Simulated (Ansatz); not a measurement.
Rh:

```
Rh
1.0
     0.00000    1.89785    1.89785
     1.89785    0.00000    1.89785
     1.89785    1.89785    0.00000
Rh
1
Direct
  0.00000 0.00000 0.00000
```

```yaml
Program: Ansatz 0.2.0
Task: relaxation of cell and atoms
Functional: PBEsol
Potentials_or_basis: all-electron LAPW, scalar-relativistic
Basis_error_allowed: 0.001 eV/atom
k_mesh: 12 × 12 × 12
Occupations: fermi-dirac, width 0.05 eV
Spin: no spin polarisation
```

At the start: volume 13.67 Å³/atom.

Problem. Where does the relaxation end?

Solution. Over 5 steps the energy falls by 2.1 meV/atom and the volume is 13.49 Å³/atom (-1.3 %); space group Fm-3m (No. 225, to 0.05 Å).

The path:
```tsv
step	energy change (eV)	largest force (eV/Å)	volume (Å³)
1	0.0000	0.0000	13.67
2	-0.0006	0.0000	13.35
3	-0.0021	0.0000	13.50
4	-0.0021	0.0000	13.49
5	-0.0021	0.0000	13.49
```

Final structure:
```yaml
crystal:
  lattice:
    - [0.00000, 1.88963, 1.88963]
    - [1.88963, 0.00000, 1.88963]
    - [1.88963, 1.88963, 0.00000]
  atoms:
    - { symbol: Rh, position: [0.00000, 0.00000, 0.00000] }
```
